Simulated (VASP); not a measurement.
# Y (Im-3m) in VASP: further runs

Runs on Y. Level: PBE. Tasks: single point.

Program: VASP 6.6.1. These are calculated values, not measurements. Logs are shortened: lines on timing, memory, paths and dates and some standing lists are left out, and cuts for length are marked.

## (1) The structure

It takes space group Im-3m (No. 229, cubic). Conventional cell: a = 4.044 Å, b = 4.044 Å, c = 4.044 Å, α = 90.00°, β = 90.00°, γ = 90.00°. Y (site symmetry m-3m) has 8 Y at 3.50 Å as nearest neighbours.

The cell was built by a generator and needn't be a form met in nature.

## (2) Single point, PBE

Input file INCAR:

```
SYSTEM = Y
ALGO = Normal ; EDIFF = 1E-6
ENCUT = 520 ; GGA = PE
ISIF = 2 ; ISMEAR = 0
LASPH = .True. ; LCHARG = .True.
LELF = .True. ; LREAL = .False.
LVHAR = .True. ; LWAVE = .False.
NBANDS = 12 ; NELM = 80
PREC = Accurate ; SIGMA = 0.05
```

Input file KPOINTS:

```
k-points
0
Gamma
  14 14 14
  0 0 0
```

Input file POSCAR:

```
Y
1.0
   -2.0222362337      2.0222362337      2.0222362337
    2.0222362337     -2.0222362337      2.0222362337
    2.0222362337      2.0222362337     -2.0222362337
Y
1
Direct
    0.0000000000      0.0000000000      0.0000000000
```

Potentials or basis: VASP PAW PBE potentials, release 64 (Y_sv).

Launch:

```bash
$ cat potpaw_PBE.64/Y_sv/POTCAR > POTCAR
$ mpirun -np 1 vasp_std > vasp.out
```

OUTCAR:

```text
SYSTEM = Y
   EDIFF = 1E-6
   ENCUT = 520
   GGA = PE
   ISIF = 2
   ISMEAR = 0
   LASPH = .True.
   LREAL = .False.
   NELM = 80
   PREC = Accurate

 ion  position               nearest neighbor table
   1  0.000  0.000  0.000-

  LATTYP: Found a body centered cubic cell.
 ALAT       =     4.0444724674

  Lattice vectors:

 A1 = (  -2.0222362337,   2.0222362337,   2.0222362337)
 A2 = (   2.0222362337,  -2.0222362337,   2.0222362337)
 A3 = (   2.0222362337,   2.0222362337,  -2.0222362337)

Analysis of symmetry for initial positions (statically):
=====================================================================
 Subroutine PRICEL returns:
 Original cell was already a primitive cell.

 Routine SETGRP: Setting up the symmetry group for a
 body centered cubic supercell.

 Subroutine GETGRP returns: Found 48 space group operations
 (whereof 48 operations were pure point group operations)
 out of a pool of 48 trial point group operations.

The static configuration has the point symmetry O_h .

Analysis of symmetry for dynamics (positions and initial velocities):
=====================================================================
 Subroutine PRICEL returns:
 Original cell was already a primitive cell.

 Routine SETGRP: Setting up the symmetry group for a
 body centered cubic supercell.

 Subroutine GETGRP returns: Found 48 space group operations
 (whereof 48 operations were pure point group operations)
 out of a pool of 48 trial point group operations.

The dynamic configuration has the point symmetry O_h .

 Subroutine INISYM returns: Found 48 space group operations
 (whereof 48 operations are pure point group operations),
 and found     1 'primitive' translations

----------------------------------------------------------------------------------------

                                     Primitive cell

  volume of cell :      33.0792

  direct lattice vectors                    reciprocal lattice vectors
    -2.022236234  2.022236234  2.022236234     0.000000000  0.247251034  0.247251034
     2.022236234 -2.022236234  2.022236234     0.247251034  0.000000000  0.247251034
     2.022236234  2.022236234 -2.022236234     0.247251034  0.247251034  0.000000000

  length of vectors
     3.502615902  3.502615902  3.502615902     0.349665766  0.349665766  0.349665766

  position of ions in fractional coordinates (direct lattice)
     0.000000000  0.000000000  0.000000000

  ion indices of the primitive-cell ions
   primitive index   ion index
                 1           1

----------------------------------------------------------------------------------------

 KPOINTS: k-points

Automatic generation of k-mesh.
 Grid dimensions read from file:
 generate k-points for:   14   14   14

 Generating k-lattice:

  Cartesian coordinates                     Fractional coordinates (reciprocal lattice)
     0.000000000  0.017660788  0.017660788     0.071428571  0.000000000  0.000000000
     0.017660788  0.000000000  0.017660788     0.000000000  0.071428571  0.000000000
     0.017660788  0.017660788  0.000000000     0.000000000  0.000000000  0.071428571

  Length of vectors
     0.024976126  0.024976126  0.024976126

  Shift w.r.t. Gamma in fractional coordinates (k-lattice)
     0.000000000  0.000000000  0.000000000

 Subroutine IBZKPT returns following result:
 ===========================================

 Found    104 irreducible k-points:

 Following reciprocal coordinates:
            Coordinates               Weight
  0.000000  0.000000  0.000000      1.000000
  0.071429  0.000000  0.000000     12.000000
  0.142857  0.000000  0.000000     12.000000
  0.214286  0.000000  0.000000     12.000000
  0.285714  0.000000  0.000000     12.000000
  0.357143  0.000000  0.000000     12.000000
[... 16 lines left out ...]
  0.285714  0.285714  0.000000     24.000000
  0.357143  0.285714 -0.000000     24.000000
 [... further k-points ...]
   k-points           NKPTS =    104   k-points in BZ     NKDIM =    104   number of bands    NBANDS=     12
   number of dos      NEDOS =    301   number of ions     NIONS =      1
   total plane-waves  NPLWV =  21952
   dimension x,y,z NGX =    28 NGY =   28 NGZ =   28
   dimension x,y,z NGXF=    56 NGYF=   56 NGZF=   56
   ions per type =               1
   NGX,Y,Z   is equivalent  to a cutoff of  13.29, 13.29, 13.29 a.u.
   NGXF,Y,Z  is equivalent  to a cutoff of  26.58, 26.58, 26.58 a.u.
 SYSTEM =  Y
   PREC   = accura    normal or accurate (medium, high low for compatibility)
   ISTART =      0    job   : 0-new  1-cont  2-samecut
   ICHARG =      2    charge: 1-file 2-atom 10-const
   ISPIN  =      1    spin polarized calculation?
   LNONCOLLINEAR =      F non collinear calculations
   LSORBIT =      F    spin-orbit coupling
   LASPH  =      T    aspherical Exc in radial PAW
   ENCUT  =  520.0 eV  38.22 Ry    6.18 a.u.   6.51  6.51  6.51*2*pi/ulx,y,z
   NELM   =     80;   NELMIN=  2; NELMDL= -5     # of ELM steps
   EDIFF  = 0.1E-05   stopping-criterion for ELM
   LREAL  =      F    real-space projection
   EDIFFG = 0.1E-04   stopping-criterion for IOM
   NSW    =      0    number of steps for IOM
   IBRION =     -1    ionic relax: 0-MD 1-quasi-New 2-CG
   NFREE  =      0    steps in history (QN), initial steepest desc. (CG)
   ISIF   =      2    stress and relaxation
   ISYM   =      2    0-nonsym 1-usesym 2-fastsym
   POTIM  = 0.5000    time-step for ionic-motion
   TEBEG  =    0.0;   TEEND  =   0.0 temperature during run
   PSTRESS=    0.0 pullay stress
   NELECT =      11.0000    total number of electrons
   NUPDOWN=      -1.0000    fix difference up-down
   EMIN   =  10.00;   EMAX   =-10.00  energy-range for DOS
   EFERMI =   0.00;   METHOD = LEGACY
   ISMEAR =     0;   SIGMA  =   0.05  broadening in eV -4-tet -1-fermi 0-gaus
   EFERMI_NEDOS =   21; number of points for ismear=-14 and -15
   IALGO  =     38    algorithm
   IMIX   =      4    mixing-type and parameters
     AMIX     =   0.40;   BMIX     =  1.00
     AMIX_MAG =   1.60;   BMIX_MAG =  1.00
  volume/ion in A,a.u.               =      33.08       223.23
  Fermi-wavevector in a.u.,A,eV,Ry     =   1.134194  2.143315 17.502467  1.286395
  Thomas-Fermi vector in A             =   2.270897
   LORBIT       =      0    0 simple, 1 ext, 2 COOP (PROOUT), +10 PAW based schemes
   GGA     = PE    functional components
   LHFCALC =     F    Hartree Fock is set to
   AEXX    =    0.0000 exact exchange contribution
   IVDW    =     0    specifies the selected vdW correction
   LEPSILON=     F    determine dielectric tensor
   LRPA    =     F    only Hartree local field effects (RPA)
 non-spin polarized calculation
 Gauss-broadening in eV      SIGMA  =   0.05
  energy-cutoff  :      520.00
  volume of cell :       33.08
 maximum number of plane-waves:       935
 NGX is ok and might be reduce to    28
   NGX = 13   NGY = 13   NGZ = 13

 number of electron      11.0000000 magnetization

 Free energy of the ion-electron system (eV)
  ---------------------------------------------------
  ext. energy  EPLUGINS =         0.00000000
  ---------------------------------------------------
  free energy    TOTEN  =        -6.31047299 eV

  energy without entropy =       -6.30703435  energy(sigma->0) =       -6.30875367

 E-fermi :   3.1016     XC(G=0):  -9.4030

 val. band max:        3.1008682377   @ k =   0.3571   0.1429   0.0714
 cond. band min:       3.1132672736   @ k =   0.2143   0.1429   0.1429
 fundamental gap:      0.0123990359
 Fermi energy:         3.1015930642

 k-point     1 :       0.0000    0.0000    0.0000
  band No.  band energies     occupation
      1     -39.7812      2.00000
      2     -19.4818      2.00000
      3     -19.4818      2.00000
      4     -19.4818      2.00000
      5      -1.6994      2.00000
      6       4.7553      0.00000
      7       4.7553      0.00000
      8       4.7553      0.00000
      9       6.6529      0.00000
     10       6.6529      0.00000
     11      13.3294      0.00000
     12      13.3294      0.00000

 k-point     2 :       0.0714    0.0000    0.0000
  band No.  band energies     occupation
      1     -39.7780      2.00000
      2     -19.5097      2.00000
      3     -19.4905      2.00000
      4     -19.4819      2.00000
      5      -1.5672      2.00000
      6       4.6583      0.00000
      7       4.7108      0.00000
      8       4.8822      0.00000
      9       6.5048      0.00000
     10       6.6504      0.00000
     11      13.4508      0.00000
     12      13.5810      0.00000

 k-point     3 :       0.1429    0.0000    0.0000
  band No.  band energies     occupation
      1     -39.7690      2.00000
      2     -19.5871      2.00000
      3     -19.5148      2.00000
      4     -19.4822      2.00000
      5      -1.1868      2.00000
      6       4.4059      0.00000
      7       4.5143      0.00000
      8       5.2572      0.00000
      9       6.2774      0.00000
     10       6.6572      0.00000
     11      13.6835      0.00000
     12      14.2927      0.00000
[... 286 lines left out ...]
 k-point    23 :       0.2857    0.2857    0.0000
  band No.  band energies     occupation
      1     -39.7105      2.00000
      2     -19.9103      2.00000
      3     -19.7675      2.00000
      4     -19.5448      2.00000
      5       2.1358      2.00000
      6       2.8763      2.00000
      7       3.2816      0.00000
      8       6.6294      0.00000
      9       7.0811      0.00000
     10       9.7022      0.00000
     11       9.8665      0.00000
     12      12.0288      0.00000

 k-point    24 :       0.3571    0.2857   -0.0000
  band No.  band energies     occupation
      1     -39.7085      2.00000
      2     -19.8896      2.00000
      3     -19.8074      2.00000
      4     -19.5476      2.00000
      5       2.3579      2.00000
      6       2.9793      1.99946
      7       3.0448      1.89188
      8       6.7609      0.00000
      9       7.0845      0.00000
     10       9.2900      0.00000
     11      10.4498      0.00000
     12      11.4570      0.00000

 [... further k-points ...]

------------------------ aborting loop because EDIFF is reached ----------------------------------------

  FORCE on cell =-STRESS in cart. coord.  units (eV):
  Direction    XX          YY          ZZ          XY          YZ          ZX
  --------------------------------------------------------------------------------------
  -------------------------------------------------------------------------------------
  Total       -0.0501338     -0.0501338     -0.0501338      0.0000000      0.0000000      0.0000000
  in kB       -2.4282069     -2.4282069     -2.4282069      0.0000000      0.0000000      0.0000000
  external PRESSURE =      -2.4282069 kB  Pullay stress =       0.0000000 kB

 VOLUME and BASIS-vectors are now :
 -----------------------------------------------------------------------------
  energy-cutoff  :      520.00
  volume of cell :       33.08
      direct lattice vectors                 reciprocal lattice vectors
    -2.022236234  2.022236234  2.022236234     0.000000000  0.247251034  0.247251034
     2.022236234 -2.022236234  2.022236234     0.247251034  0.000000000  0.247251034
     2.022236234  2.022236234 -2.022236234     0.247251034  0.247251034  0.000000000

 POSITION                                       TOTAL-FORCE (eV/Angst)
 -----------------------------------------------------------------------------------
      0.00000      0.00000      0.00000         0.000000     -0.000000     -0.000000
 -----------------------------------------------------------------------------------
    total drift:                               -0.000000     -0.000000     -0.000000

  FREE ENERGIE OF THE ION-ELECTRON SYSTEM (eV)
  ---------------------------------------------------
  free  energy   TOTEN  =        -6.3104729915 eV

  energy  without entropy=       -6.3070343497  energy(sigma->0) =       -6.30875367
```

It took 28 s on 1 thread of Intel Xeon 6975P-C (Granite Rapids), shared host; peak memory 0.2 GiB.

Results:

```yaml
Free_energy: -6.3105 eV
Pressure: -0.2 GPa
Band_gap_on_the_k_mesh: none (metal or under the smearing width)
```

## (3) Single point, PBE

This run uses another cell than the first one, of 32.95 Å³/atom, 0.996 times its volume.

Input file INCAR:

```
SYSTEM = Y
PREC = Accurate
ENCUT = 520
EDIFF = 1E-6
ISMEAR = 0
SIGMA = 0.05
LREAL = .False.
LASPH = .True.
NELM = 100
ALGO = Normal
ISIF = 2
LWAVE = .False.
LCHARG = .False.
GGA = PE
NBANDS = 12
```

Input file KPOINTS:

```
regular mesh
0
Gamma
  14 14 14
  0 0 0
```

Input file POSCAR:

```
Y
1.0
   -2.0195363156      2.0195363156      2.0195363156
    2.0195363156     -2.0195363156      2.0195363156
    2.0195363156      2.0195363156     -2.0195363156
Y
1
Direct
    0.0000000000      0.0000000000      0.0000000000
```

Potentials or basis: VASP PAW PBE potentials, release 64 (Y_sv).

Launch:

```bash
$ cat potpaw_PBE.64/Y_sv/POTCAR > POTCAR
$ mpirun -np 1 vasp_std > vasp.out
```

OUTCAR:

```text
SYSTEM = Y
   PREC = Accurate
   ENCUT = 520
   EDIFF = 1E-6
   ISMEAR = 0
   LREAL = .False.
   LASPH = .True.
   NELM = 100
   ISIF = 2
   GGA = PE

 ion  position               nearest neighbor table
   1  0.000  0.000  0.000-

  LATTYP: Found a body centered cubic cell.
 ALAT       =     4.0390726312

  Lattice vectors:

 A1 = (  -2.0195363156,   2.0195363156,   2.0195363156)
 A2 = (   2.0195363156,  -2.0195363156,   2.0195363156)
 A3 = (   2.0195363156,   2.0195363156,  -2.0195363156)

Analysis of symmetry for initial positions (statically):
=====================================================================
 Subroutine PRICEL returns:
 Original cell was already a primitive cell.

 Routine SETGRP: Setting up the symmetry group for a
 body centered cubic supercell.

 Subroutine GETGRP returns: Found 48 space group operations
 (whereof 48 operations were pure point group operations)
 out of a pool of 48 trial point group operations.

The static configuration has the point symmetry O_h .

Analysis of symmetry for dynamics (positions and initial velocities):
=====================================================================
 Subroutine PRICEL returns:
 Original cell was already a primitive cell.

 Routine SETGRP: Setting up the symmetry group for a
 body centered cubic supercell.

 Subroutine GETGRP returns: Found 48 space group operations
 (whereof 48 operations were pure point group operations)
 out of a pool of 48 trial point group operations.

The dynamic configuration has the point symmetry O_h .

 Subroutine INISYM returns: Found 48 space group operations
 (whereof 48 operations are pure point group operations),
 and found     1 'primitive' translations

----------------------------------------------------------------------------------------
[... 116 lines left out ...]
   GGA     = PE    functional components
   LHFCALC =     F    Hartree Fock is set to
   AEXX    =    0.0000 exact exchange contribution
   IVDW    =     0    specifies the selected vdW correction
   LEPSILON=     F    determine dielectric tensor
   LRPA    =     F    only Hartree local field effects (RPA)
 non-spin polarized calculation
 Gauss-broadening in eV      SIGMA  =   0.05
  energy-cutoff  :      520.00
  volume of cell :       32.95
 maximum number of plane-waves:       935
 NGX is ok and might be reduce to    28
   NGX = 13   NGY = 13   NGZ = 13

 number of electron      11.0000001 magnetization

 Free energy of the ion-electron system (eV)
  ---------------------------------------------------
  ext. energy  EPLUGINS =         0.00000000
  ---------------------------------------------------
  free energy    TOTEN  =        -6.31060460 eV

  energy without entropy =       -6.30714058  energy(sigma->0) =       -6.30887259

 E-fermi :   3.1215     XC(G=0):  -9.4183

 val. band max:        3.1189586585   @ k =   0.3571   0.2143   0.0000
 cond. band min:       3.1313319681   @ k =   0.2143   0.1429   0.1429
 fundamental gap:      0.0123733097
 Fermi energy:         3.1215126929

 k-point     1 :       0.0000    0.0000    0.0000
  band No.  band energies     occupation
      1     -39.7511      2.00000
      2     -19.4490      2.00000
      3     -19.4490      2.00000
      4     -19.4490      2.00000
      5      -1.6864      2.00000
      6       4.7798      0.00000
      7       4.7798      0.00000
      8       4.7798      0.00000
      9       6.6854      0.00000
     10       6.6854      0.00000
     11      13.3638      0.00000
     12      13.3638      0.00000
[... 331 lines left out ...]
 k-point    24 :       0.3571    0.2857    0.0000
  band No.  band energies     occupation
      1     -39.6771      2.00000
      2     -19.8624      2.00000
      3     -19.7790      2.00000
      4     -19.5158      2.00000
      5       2.3752      2.00000
      6       2.9989      1.99948
      7       3.0676      1.87285
      8       6.7949      0.00000
      9       7.1205      0.00000
     10       9.3416      0.00000
     11      10.5025      0.00000
     12      11.5126      0.00000

 [... further k-points ...]

------------------------ aborting loop because EDIFF is reached ----------------------------------------

  FORCE on cell =-STRESS in cart. coord.  units (eV):
  Direction    XX          YY          ZZ          XY          YZ          ZX
  --------------------------------------------------------------------------------------
  -------------------------------------------------------------------------------------
  Total       -0.0180951     -0.0180951     -0.0180951      0.0000000      0.0000000      0.0000000
  in kB       -0.8799477     -0.8799477     -0.8799477      0.0000000      0.0000000      0.0000000
  external PRESSURE =      -0.8799477 kB  Pullay stress =       0.0000000 kB

 VOLUME and BASIS-vectors are now :
 -----------------------------------------------------------------------------
  energy-cutoff  :      520.00
  volume of cell :       32.95
      direct lattice vectors                 reciprocal lattice vectors
    -2.019536316  2.019536316  2.019536316     0.000000000  0.247581584  0.247581584
     2.019536316 -2.019536316  2.019536316     0.247581584  0.000000000  0.247581584
     2.019536316  2.019536316 -2.019536316     0.247581584  0.247581584  0.000000000

 POSITION                                       TOTAL-FORCE (eV/Angst)
 -----------------------------------------------------------------------------------
      0.00000      0.00000      0.00000        -0.000000      0.000000     -0.000000
 -----------------------------------------------------------------------------------
    total drift:                                0.000000     -0.000000     -0.000000

  FREE ENERGIE OF THE ION-ELECTRON SYSTEM (eV)
  ---------------------------------------------------
  free  energy   TOTEN  =        -6.3106045982 eV

  energy  without entropy=       -6.3071405822  energy(sigma->0) =       -6.30887259
```

OSZICAR:

```text
N       E                     dE             d eps       ncg     rms          rms(c)
DAV:   1     0.234700569673E+02    0.23470E+02   -0.55490E+03  2512   0.828E+02
DAV:   2    -0.522916619457E+01   -0.28699E+02   -0.27989E+02  3068   0.161E+02
DAV:   3    -0.650480955405E+01   -0.12756E+01   -0.12547E+01  3532   0.214E+01
DAV:   4    -0.653153237659E+01   -0.26723E-01   -0.26713E-01  2828   0.314E+00
DAV:   5    -0.653208405521E+01   -0.55168E-03   -0.55166E-03  3184   0.341E-01    0.240E+01
DAV:   6    -0.635200396297E+01    0.18008E+00   -0.19980E-01  2664   0.304E+00    0.146E+01
DAV:   7    -0.631458229633E+01    0.37422E-01   -0.30036E-01  2972   0.366E+00    0.111E+00
DAV:   8    -0.631092847477E+01    0.36538E-02   -0.38689E-02  2836   0.154E+00    0.188E-01
DAV:   9    -0.631064607358E+01    0.28240E-03   -0.90701E-04  2976   0.258E-01    0.950E-02
DAV:  10    -0.631060424085E+01    0.41833E-04   -0.18900E-04  2792   0.117E-01    0.303E-02
DAV:  11    -0.631060670643E+01   -0.24656E-05   -0.24326E-05  2776   0.406E-02    0.218E-02
DAV:  12    -0.631060488481E+01    0.18216E-05   -0.29065E-06  2692   0.146E-02    0.523E-03
DAV:  13    -0.631060459823E+01    0.28658E-06   -0.32364E-07  1456   0.441E-03
   1 F= -.63106046E+01 E0= -.63088726E+01  d E =-.346402E-02
```

stdout:

```text
POSCAR found type information on POSCAR Y
 POSCAR found :  1 types and       1 ions
 scaLAPACK will be used
 LDA part: xc-table for (Slater+PW92), standard interpolation
 POSCAR, INCAR and KPOINTS ok, starting setup
 FFT: planning ... GRIDC
 FFT: planning ... GRID_SOFT
 FFT: planning ... GRID
 WAVECAR not read
 entering main loop
```

Wall time 31 s (1 thread of Intel Xeon 6975P-C (Granite Rapids), shared host); peak memory 0.2 GiB.

Results:

```
Free energy            : -6.3106 eV
Pressure               : -0.1 GPa
Band gap on the k mesh : none (metal or under the smearing width)
```
